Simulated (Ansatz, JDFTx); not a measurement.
This is a calculation of WC (Qusongite) for JDFTx 1.7.0 (patched build). 

WC.in

```
lattice \
    5.4924889812    -2.7462444906     0.0000000000 \
    0.0000000000     4.7566349877     0.0000000000 \
    0.0000000000     0.0000000000     5.3603971251
coords-type Cartesian
ion W      0.0000000000     0.0000000000     0.0000000000 1
ion C      2.7462444909     1.5855449958     2.6801985626 1

ion-species pseudo/W.upf
ion-species pseudo/C.upf
elec-cutoff 41 328
elec-ex-corr lda-PW
kpoint-folding 10 10 9
elec-smearing Fermi 0.0018374661
elec-n-bands 15
electronic-SCF nIterations 100 energyDiffThreshold 1e-09
electronic-minimize nIterations 30 energyDiffThreshold 1e-7
forces-output-coords Cartesian
lattice-minimize nIterations 40 energyDiffThreshold 1e-6

dump-name run.$VAR
dump End Ecomponents EigStats BandEigs Kpoints Forces Stress
```

Potentials or basis: PseudoDojo-SR-LDA-0.4.1-standard.

The run is started by

```bash
$ jdftx -c 1 -i WC.in -o WC.out
```

What does the same run look like in Ansatz 0.2.0? Potentials or basis there: all-electron LAPW, scalar-relativistic.

As run (cutoffs and basis follow the program's own potentials, and thresholds, step limits or extra output files can differ):

input.yaml

```yaml
crystal:
  lattice:
    - [2.9065, 0.0, 0.0]
    - [-1.45325, 2.5171028361, 0.0]
    - [0.0, 0.0, 2.8366]
  atoms:
    - { symbol: W, position: [0.0, 0.0, 0.0] }
    - { symbol: C, position: [0.6666666667, 0.3333333333, 0.5] }
kpoints:
  mp_grid: { grid: [10, 10, 9] }
scf:
  occupations: { method: fermi_dirac, width: 0.05 }
hamiltonian:
  xc: lda
  pseudopotentials: { kind: all_electron, lapw: { basis_error: 0.001 } }
output:
  forces: true
  stress: true
relax:
  f_tol: 0.02
  max_steps: 60
  cell: {}
```

Potentials or basis: all-electron LAPW, scalar-relativistic.

Launch:

```sh
$ ansatz run input.yaml --threads 1 --pin off --max-ram 3072MiB --backend cpu --events-out ev --progress --plain --runs-dir out
```

Both were run:

|  | JDFTx | Ansatz |
| --- | --- | --- |
| Relaxed volume | 10.11 Å³/atom | 10.13 Å³/atom |
| Relaxed cell | a = 2.883 Å, b = 2.883 Å, c = 2.810 Å, α = 90.00°, β = 90.00°, γ = 120.00° | a = 2.885 Å, b = 2.885 Å, c = 2.811 Å, α = 90.00°, β = 90.00°, γ = 120.00° |
| Space group after relaxing | P-6m2 (No. 187) | P-6m2 (No. 187) |
| Pressure after relaxing | 0.0 GPa | 0.0 GPa |

Where Ansatz's input types no cutoff or centring, it takes its own default and a Γ-centred mesh.

The two programs' LDA may be different fits to the electron gas.

Pressure is positive in compression.
